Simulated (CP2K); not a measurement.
The system is InP.

```
CELL_PARAMETERS angstrom
4.14435 0.00000 0.00000
2.07218 3.58911 0.00000
2.07218 1.19637 3.38385
ATOMIC_POSITIONS crystal
In 0.00000 0.00000 0.00000
P 0.75000 0.75000 0.75000
```

Program: CP2K 2026.2. Alike in all runs: task band structure; no spin polarisation; cell as given; k mesh 8 × 8 × 8.

Task: Order these runs on this cell by their band gap on the k mesh, lowest first.
A. level LDA; potentials or basis GTH_POTENTIALS In GTH-PADE-q13, P GTH-PADE-q5; TZVP-MOLOPT-PBE-GTH basis; smearing fermi-dirac 0.05 eV; EPS_DEFAULT 1.0E-10; NGRIDS 5; points a segment of the path (NPOINTS) 6; bands added on the path 6; CUTOFF of the grids 450 Ry
B. level TB-mBJ; potentials or basis POTENTIAL_UZH In GTH-PBE-q13, P GTH-PBE-q5; TZVP-MOLOPT-PBE-GTH basis; smearing fermi-dirac 0.1 eV; EPS_DEFAULT 1.0E-9; NGRIDS 4; points a segment of the path (NPOINTS) 8; bands added on the path 4; CUTOFF of the grids 675 Ry
C. level r2SCAN; potentials or basis POTENTIAL_UZH In GTH-SCAN-q13, P GTH-SCAN-q5; TZVP-MOLOPT-SCAN-GTH basis; smearing fermi-dirac 0.05 eV; EPS_DEFAULT 1.0E-10; NGRIDS 5; points a segment of the path (NPOINTS) 10; bands added on the path 2; CUTOFF of the grids 675 Ry

Result: A (0.46 eV), B (0.81 eV), C (1.09 eV).

Caveats: spin-orbit coupling is left out, which moves the levels of the heavy elements; the basis of atomic orbitals isn't converged, which shifts pressures, moduli and gaps; this is a model potential without an energy functional, so only levels have meaning (some runs).
